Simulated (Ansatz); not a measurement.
# PbS (Cmcm) in Ansatz: band structure with PBE0

Aim: the band structure of PbS with PBE0.

All numbers are computed with Ansatz 0.2.0; they aren't measurements. Logs are shortened: lines on timing, memory, paths and dates and some standing lists are left out, and cuts for length are marked.

## 1. Starting point

Symmetry: Cmcm, No. 63, orthorhombic system. The conventional cell has a = 4.160 Å, b = 11.983 Å, c = 4.279 Å, α = 90.00°, β = 90.00°, γ = 90.00°. Pb (site symmetry m2m) has 5 S at 2.69 to 2.99 Å as nearest neighbours. Around S (site symmetry m2m) lie 5 Pb at 2.69 to 2.99 Å.

Measurements of this composition are mostly on another form, of space group No. 225.

## 2. Band structure, PBE0

The input, input:

```
crystal:
  lattice:
    - [2.079952695, -5.991296865, 0.0]
    - [2.079952695, 5.991296865, 0.0]
    - [0.0, 0.0, 4.27932094]
  atoms:
    - { symbol: Pb, position: [0.13056335, 0.86943665, 0.25] }
    - { symbol: Pb, position: [0.86943665, 0.13056335, 0.75] }
    - { symbol: S, position: [0.35479709, 0.64520291, 0.25] }
    - { symbol: S, position: [0.64520291, 0.35479709, 0.75] }
hamiltonian:
  xc: pbe0
  pseudopotentials: { kind: paw }
kpoints:
  mp_grid: { grid: [6, 6, 4] }
  band_path:
    path:
      - [[0.0, 0.0, 0.0], [0.2801304242, 0.2801304242, 0.0], [0.0, 0.5, 0.0], [0.0, 0.5, 0.5], [0.2801304242, 0.2801304242, 0.5], [0.0, 0.0, 0.5], [0.0, 0.0, 0.0], [-0.5, 0.5, 0.0], [-0.2801304242, 0.7198695758, 0.0], [-0.2801304242, 0.7198695758, 0.5], [-0.5, 0.5, 0.5], [-0.5, 0.5, 0.0]]
      - [[0.0, 0.0, 0.5], [-0.5, 0.5, 0.5]]
    npoints: 4
scf:
  occupations: { method: fermi_dirac, width: 0.05 }
  n_extra_bands: 10
output:
  forces: true
  stress: true
  eigenvalues: true
  fatbands: false
```

Potentials or basis: Ansatz PAW.

What it wrote:

```text
Warning: output.stress: scf.convergence.dr2_threshold = 1e-7 eV (the SCF's general default) is looser than the 4e-10 eV advised for a printed stress (1e-10 eV for each atom of the cell: 4). What an SCF threshold leaves in a stress goes as its square root, and in the free energy as the threshold itself, and one threshold admits the most on a small cell: of the crystals measured, under no hybrid functional and no lock of the moments, on runs that ended without the residual-converged pass, on stresses that held no estimate of that error, the worst erred by over 100 MPa in a component at 1e-7 eV an atom and by under 5 at 1e-10. Set scf.convergence.dr2_threshold to 4e-10 eV or tighter. The threshold is an SCF's pass mark: one that does not reach it within its budget of iterations ends unconverged, or closes short of it on a stop that the run arms, and scf.convergence.dr2_threshold's page says what that costs each kind of run
Warning: output.stress: scf.exx.energy_threshold = 1e-6 eV is looser than the 4e-8 eV advised for a stress under a hybrid functional (1e-8 eV for each atom of the cell: 4). Every SCF of the exchange loop can meet its threshold on dr2 while the loop round them stops early: no threshold on dr2 bounds what that leaves in the stress. Set scf.exx.energy_threshold to 4e-8 eV or tighter. The threshold is the loop's pass mark: a loop that does not reach it within its budget of cycles ends unconverged, and scf.exx.energy_threshold's page has the law
scf.n_extra_bands = 10 over 20 filled bands (N_el = 40.0): the run solves 30 bands
GPUs: using 1 of 1 available (devices: 1).
Engine: ansatz 0.2.0, x86_64-unknown-linux-gnu
Pseudopotentials: kind: paw
Pseudopotential: Pb, paw, valence charge 14, recommended cutoff 420 eV (normal), Pb.paw.azcp
Pseudopotential: S, paw, valence charge 6, recommended cutoff 420 eV (normal), S.paw.azcp
Functional definition: PBE0
  parameter a = 0.25
  parameter kappa = 0.804
  parameter beta = 0.06672455060314922
  exchange = (1 - a)*pbe_x(kappa = kappa, mu = beta*pi^2/3) + a*exact_x
  correlation = pbe_c(beta = beta)
device memory: the entry about to start is reckoned to put 2.1 GiB on a device that reports 53.0 GiB free (of which the cap on the GPU budget leaves the run 18.0 GiB)
GPU FFT provider: cuFFT
GPU libraries: cuBLAS 13.8.2, cuFFT 12.4.0, cuSOLVER 12.3.4
Crystal: 4 atoms, lattice volume = 106.654 Å³
Basis set: ecut = 420 eV, 2077 PW (Γ), exchange–correlation on 90×90×60 points (8 copies of the dense FFT grid, shifted against one another)
Bands: 30, of which v1, the nominal top of the filled ones, is band 20 counted from 1 (19 counted from 0)
Symmetry: 8 space group operations
Space group: Cmcm (ITA 63), of the structure as read, at distance tolerance 4.7e-5 Å
k-points: 39 of 144
Non-local potential: Pb, projectors of the file, l = 0: 2, l = 1: 2, l = 2: 2, l = 3: 2
Non-local potential: S, projectors of the file, l = 0: 2, l = 1: 2, l = 2: 2
PAW form: soft (Blöchl's): semilocal exchange-correlation on the pseudo side does not see the compensation charge
PAW frozen core: Pb, regenerated for the run's functional, and the local potential with it (the file was generated under x = pbe(κ = 0.804, μ = 0.2195149727645171), c = pbe(β = 0.06672455060314922))
PAW frozen core: S, regenerated for the run's functional, and the local potential with it (the file was generated under x = pbe(κ = 0.804, μ = 0.2195149727645171), c = pbe(β = 0.06672455060314922))
PAW one-centre angular grid: Pb, 590 points (default); XC on 64 Gauss nodes
PAW one-centre angular grid: S, 110 points (default); XC on 64 Gauss nodes
Initial density: superposition of atomic densities (neutral atoms: chi_scale 0, normalization atom), corrected by the library's trained network
Initial wavefunctions: pseudopotential atomic-orbital guess
GPU buffer pool allocated for 60750 grid points (all kernels)
GPU transforms: local potential and band sums: pruned to the plane-wave sphere, on 45×45×30
Functional: x = pbe(κ = 0.804, μ = 0.2195149727645171), c = pbe(β = 0.06672455060314922), warm-up for x = 0.75 pbe(κ = 0.804, μ = 0.2195149727645171) + 0.25 exact, c = pbe(β = 0.06672455060314922)
SCF iter   1: F=—  HF=-25618.985934 eV  |F-HF|=—  |Δ(HF+E_count)|=         —  Δρ=1.08e-3  dr2=1.07e-3  ethr=1.77e-3  ⟨swp⟩=14.0  Hψ=6131  notcnv=0
preconditioner: auto → none  [insulator: Δε(μ)=1.288 eV  Ē_g=16.433 eV  σ=0.050 eV  W_gap=1.00  n_scr=26 (ndim 8)  ℏωp=22.7 eV  f_vac=0.000  D(μ)=0.00/eV (n_scr^D=0)]
SCF iter   2: F=—  HF=-25618.986743 eV  |F-HF|=—  |Δ(HF+E_count)|=   8.09e-4  Δρ=5.06e-4  dr2=2.08e-4  ethr=2.68e-6  ⟨swp⟩=4.8  Hψ=3455  notcnv=0  defer=8
SCF iter   3: F=-25618.986856 eV  HF=-25618.986917 eV  |F-HF|=6.03e-5  |Δ(HF+E_count)|=   1.73e-4  Δρ=2.08e-4  dr2=1.15e-4  ethr=5.20e-7  ⟨swp⟩=3.8  Hψ=2668  notcnv=0  defer=2
SCF 1 stopped early in 3 iterations: F = -25618.986856 eV  dr2 = 1.15e-4
device memory: the entry about to start is reckoned to put 2.6 GiB (of the 2.8 GiB reckoned in all, the device holds 0.2 GiB already) on a device that reports 45.3 GiB free (of which the cap on the GPU budget leaves the run 17.8 GiB)
GPU FFT provider: cuFFT
GPU libraries: cuBLAS 13.8.2, cuFFT 12.4.0, cuSOLVER 12.3.4
Initial density: handed on by an earlier stage of this run
Initial wavefunctions: those handed on with the density
GPU buffer pool allocated for 60750 grid points (all kernels)
GPU transforms: local potential and band sums: pruned to the plane-wave sphere, on 45×45×30
Functional: x = 0.75 pbe(κ = 0.804, μ = 0.2195149727645171) + 0.25 exact, c = pbe(β = 0.06672455060314922)
Exchange kernel: α = 0.2500, full range, Wigner–Seitz truncation, v(0) = 20289.2631 eV·Å³, q-mesh 6×6×4, nearest image of the exchange supercell L = 17.12 Å, pair-density grid 27×27×20, without the augmentation charges, whose exchange is taken in its separable form by FFT convolution over the k-point mesh (sized by the pseudopotential files, 27×45×30 at the most), smooth part of the exact exchange by density-matrix convolution in up to 6.95 GiB of GPU memory as planned if the GPU has room (build and FFT work areas not counted)
Frozen-core exchange: fock
SCF iter   1: F=—  HF=-25621.575066 eV  |F-HF|=—  |Δ(HF+E_count)|=         —  Δρ=5.60e-3  dr2=2.90e-2  ethr=2.89e-6  ⟨swp⟩=8.3  Hψ=5869  notcnv=0
preconditioner: auto → none  [insulator: Δε(μ)=2.449 eV  Ē_g=19.128 eV  σ=0.050 eV  W_gap=1.00  n_scr=26 (ndim 8)  ℏωp=22.7 eV  f_vac=0.000  D(μ)=0.00/eV (n_scr^D=0)]
SCF iter   2: F=—  HF=-25621.566155 eV  |F-HF|=—  |Δ(HF+E_count)|=   8.91e-3  Δρ=2.09e-3  dr2=6.00e-3  ethr=2.89e-6  ⟨swp⟩=4.0  Hψ=2957  notcnv=0
SCF iter   3: F=—  HF=-25621.582720 eV  |F-HF|=—  |Δ(HF+E_count)|=   1.66e-2  Δρ=1.30e-3  dr2=2.74e-3  ethr=2.89e-6  ⟨swp⟩=4.0  Hψ=3469  notcnv=0
iter 4 solved again at ethr=9.54e-8 eV; its pass at ethr=2.89e-6 eV (dr2=3.81e-5 eV) is discarded
SCF iter   4: F=—  HF=-25621.581895 eV  |F-HF|=—  |Δ(HF+E_count)|=   8.25e-4  Δρ=1.93e-4  dr2=1.39e-4  ethr=9.54e-8  ⟨swp⟩=3.8  Hψ=4769  notcnv=0
SCF iter   5: F=—  HF=-25621.582331 eV  |F-HF|=—  |Δ(HF+E_count)|=   4.36e-4  Δρ=2.04e-4  dr2=7.89e-5  ethr=9.54e-8  ⟨swp⟩=4.1  Hψ=2804  notcnv=0
SCF iter   6: F=-25621.582312 eV  HF=-25621.582312 eV  |F-HF|=9.73e-8  |Δ(HF+E_count)|=   1.94e-5  Δρ=3.70e-5  dr2=6.51e-6  ethr=9.54e-8  ⟨swp⟩=3.1  Hψ=2225  notcnv=0
SCF 2 stopped early in 6 iterations: F = -25621.582312 eV  dr2 = 6.51e-6
  Residual-converged pass: ⟨swp⟩=4.6  Hψ=3513  notcnv=0  max |occ|·‖R‖ = 6.4e-6 eV (tolerance 6.7e-6 eV)  dr2=6.47e-6  dr2_onsite=1.86e-7  max |Δocc| = 4.4e-16
hybrid outer 1: dexx = +1.927e-2 eV, tail = 3.48e-5 eV
GPU FFT provider: cuFFT
GPU libraries: cuBLAS 13.8.2, cuFFT 12.4.0, cuSOLVER 12.3.4
GPU buffer pool allocated for 60750 grid points (all kernels)
GPU transforms: local potential and band sums: pruned to the plane-wave sphere, on 45×45×30
Exchange kernel: α = 0.2500, full range, Wigner–Seitz truncation, v(0) = 20289.2631 eV·Å³, q-mesh 6×6×4, nearest image of the exchange supercell L = 17.12 Å, pair-density grid 27×27×20, without the augmentation charges, whose exchange is taken in its separable form by FFT convolution over the k-point mesh (sized by the pseudopotential files, 27×45×30 at the most), smooth part of the exact exchange by density-matrix convolution in up to 6.95 GiB of GPU memory as planned if the GPU has room (build and FFT work areas not counted)
Frozen-core exchange: fock
SCF iter   1: F=—  HF=-25621.582131 eV  |F-HF|=—  |Δ(HF+E_count)|=         —  Δρ=4.63e-5  dr2=3.87e-6  ethr=4.34e-7  ⟨swp⟩=6.1  Hψ=3132  notcnv=0
preconditioner: auto → none  [insulator: Δε(μ)=2.461 eV  Ē_g=19.122 eV  σ=0.050 eV  W_gap=1.00  n_scr=26 (ndim 8)  ℏωp=22.7 eV  f_vac=0.000  D(μ)=0.00/eV (n_scr^D=0)]
SCF iter   2: F=—  HF=-25621.582130 eV  |F-HF|=—  |Δ(HF+E_count)|=   1.03e-6  Δρ=1.20e-5  dr2=2.72e-7  ethr=8.85e-9  ⟨swp⟩=3.5  Hψ=2373  notcnv=0
SCF iter   3: F=—  HF=-25621.582130 eV  |F-HF|=—  |Δ(HF+E_count)|=   7.26e-7  Δρ=7.19e-6  dr2=6.09e-8  ethr=1.98e-10  ⟨swp⟩=5.3  Hψ=3994  notcnv=0  defer=9
SCF iter   4: F=—  HF=-25621.582130 eV  |F-HF|=—  |Δ(HF+E_count)|=   2.45e-8  Δρ=2.82e-6  dr2=7.59e-9  ethr=1.25e-10  ⟨swp⟩=3.8  Hψ=2178  notcnv=0  defer=31
SCF iter   5: F=-25621.582130 eV  HF=-25621.582130 eV  |F-HF|=1.56e-9  |Δ(HF+E_count)|=   1.38e-9  Δρ=8.40e-7  dr2=1.85e-9  ethr=1.80e-11  ⟨swp⟩=5.5  Hψ=3241  notcnv=0  defer=19
SCF 3 converged in 5 iterations: F = -25621.582130 eV  dr2 = 1.85e-9
  Residual-converged pass: ⟨swp⟩=3.0  Hψ=2417  notcnv=0  max |occ|·‖R‖ = 5.9e-7 eV (tolerance 6.3e-7 eV)  dr2=1.86e-9  dr2_onsite=4.39e-11  max |Δocc| = 1.1e-20
hybrid outer 2: dexx = +9.643e-7 eV, tail = 1.21e-8 eV, Δε = 3.25e-3 eV (about 8.17e-5 eV left of the loop's levels), ΔF = 9.49e-3 eV/Å (tail 9.24e-4)
device memory: the entry about to start is reckoned to put 0.9 GiB on a device that reports 27.3 GiB free (of which the cap on the GPU budget leaves the run 18.0 GiB)
NSCF: frozen V_eff on 50 k-points, pencils in batches of 32, up to order 132
hybrid SCF converged: 2 outer / 11 inner (+3 warm-up), last move |dexx| = 9.64e-7 eV, tail = 1.21e-8 eV
Stability not checked: this state was not tested for a lower state beside it, because the functional holds exact exchange (a hybrid, or Hartree-Fock), whose exchange loop this test does not read (fock_operator; see scf.lower_state_search)
Free energy (F): -25621.582130 eV
Frozen-core exchange: fock
Harris-Foulkes:  -25621.582130 eV  (|F-HF|=1.56e-9)
Internal energy: -25621.582130 eV  (E = F + TS)
E sigma→0 (E₀):  -25621.582130 eV
Fermi energy:    7.915047 eV
--- Per-component energies (eV) ---
  E_band       = -200.749663
  E_kinetic    = 785.644916
  E_local      = -2523.255587  (includes V_loc(G=0)·N_el)
  E_nonlocal   = 757.213257
  E_hartree    = 987.003159
  E_xc         = -488.843934
  E_vxc        = -339.503065  (∫ρ·V_xc dr)
  E_exx        = -101.494958  (= α·E_x^exact, valence–valence)
  E_paw        = -22059.164611  (= ΣΔE_a)
  E_vpaw       = -651.865709  (= ΣTr[D̂ρ^β])
  E_aug_tail   = 0.000100  (compensation charges beyond the density's cutoff)
  E_ewald      = -2979.245620
  E_core_change = 0.561147  (= ΣΔE_core)
  E_smearing   = -0.000000  (= −TS)
  E_closure    = -0.000000  (closes the sum)
  Σ components = -25621.582130   (vs F -25621.582130, Δ=-3.64e-12)
--- Forces (eV/Å), atoms counted from 1 ---
  atom   1  Pb     0.00000000    -0.12834261     0.00000000
  atom   2  Pb     0.00000000     0.12834261     0.00000000
  atom   3  S      0.00000000     0.11358569     0.00000000
  atom   4  S      0.00000000    -0.11358569     0.00000000
  max |Σ_I F_I| component: 0.00e0 eV/Å
--- Stress (GPa, compression-positive) ---
       -0.293245       0.000000       0.000000
        0.000000      -0.602492       0.000000
        0.000000       0.000000      -0.334369
  P = ⅓ Tr σ = -0.4100 GPa (-4.100 kbar)
--- Band table (eV; the first three rows and the last of 39) ---
  k-point 0: bands = ["-11.4242", "-11.3072", "-11.2949", "-11.2886", "-11.2669", "-11.2623", "-11.2588", "-11.2307", "-11.2162", "-11.1726", "-7.7369", "-5.8025", "-0.5311", "0.4878", "1.9824", "3.3712", "3.9765", "4.7893", "4.9850", "6.1102", "12.8256", "12.9264", "13.2035", "13.9652", "14.1923", "14.2401", "14.5519", "15.2663", "15.7043", "17.7648"]
  k-point 1: bands = ["-11.3869", "-11.3112", "-11.2920", "-11.2864", "-11.2835", "-11.2675", "-11.2519", "-11.2183", "-11.2109", "-11.1953", "-7.3662", "-5.8657", "-1.3981", "-0.4293", "2.4096", "4.2557", "4.4750", "5.1786", "5.8279", "5.8728", "11.4906", "11.5541", "11.7323", "12.7023", "13.3095", "13.4512", "14.9169", "16.5847", "17.2184", "18.2573"]
  k-point 2: bands = ["-11.3338", "-11.3338", "-11.3029", "-11.3029", "-11.2607", "-11.2607", "-11.2356", "-11.2356", "-11.2098", "-11.2098", "-6.4719", "-6.4719", "-1.6170", "-1.6170", "3.6171", "3.6171", "5.3854", "5.3854", "6.6548", "6.6548", "9.8010", "9.8010", "10.8653", "10.8653", "13.3609", "13.3609", "18.1215", "18.1215", "18.4574", "18.4574"]
  k-point 38: bands = ["-11.3440", "-11.3440", "-11.2927", "-11.2927", "-11.2595", "-11.2595", "-11.2201", "-11.2201", "-11.2197", "-11.2197", "-6.4125", "-6.4125", "-2.0883", "-2.0883", "5.2776", "5.2776", "5.2863", "5.2863", "6.3488", "6.3488", "9.6624", "9.6624", "11.3224", "11.3224", "11.6341", "11.6341", "16.9049", "16.9049", "17.5216", "17.5216"]
```

Run time: 2.2 min. Hardware: 1 × NVIDIA H100 80GB HBM3 with 2 threads of AMD EPYC 7R13 (Zen 3), shared host; peak memory 3.8 GiB.

What came out:

| Item | Value |
| --- | --- |
| Free energy | -25621.5821 eV |
| Pressure | -0.4 GPa |
| Largest force | 0.128 eV/Å |
| Band gap on the k mesh | 2.46 eV, indirect (least direct gap 2.94 eV) |
| Band gap along the path | 2.22 eV, indirect (least direct gap 2.24 eV) |

Forces in eV/Å, atoms in the order of the input:
```
Pb   0.000 -0.128  0.000
Pb   0.000  0.128  0.000
S    0.000  0.114  0.000
S    0.000 -0.114  0.000
```

Stress tensor (GPa, compression positive):
```
-0.29  0.00  0.00
 0.00 -0.60  0.00
 0.00  0.00 -0.33
```

Levels at the corners of the path, in eV from the valence-band top:
```csv
point,band 18,band 19,band 20,band 21,band 22,band 23
Γ,-2.11,-1.91,-0.79,5.93,6.03,6.30
X,-1.64,-0.82,-0.35,2.74,2.96,3.22
S,-1.56,-0.50,-0.50,2.87,2.95,3.35
R,-3.71,-1.84,-1.84,4.65,4.65,6.72
A,-3.31,-1.86,-1.86,4.46,4.46,7.07
Z,-1.51,-0.24,-0.24,2.90,2.90,3.97
Γ,-2.11,-1.91,-0.79,5.93,6.03,6.30
Y,-2.32,-1.74,-0.72,2.22,5.85,6.02
X1,-1.64,-0.82,-0.35,2.74,2.96,3.22
A1,-3.31,-1.86,-1.86,4.46,4.46,7.07
T,-1.61,-0.55,-0.55,2.76,2.76,4.42
Y,-2.32,-1.74,-0.72,2.22,5.85,6.02
Z,-1.51,-0.24,-0.24,2.90,2.90,3.97
T,-1.61,-0.55,-0.55,2.76,2.76,4.42
```

Caveat: the k mesh misses the band edges, so the gap on the mesh is wider than the one along the path; spin-orbit coupling is left out, which as a rule narrows the gap of such compounds by several tenths of an eV; the PAW data sets come from PBE, with cores solved anew for the run's functional, which leaves a small shift of forces and pressure; the thresholds are loose for stress.
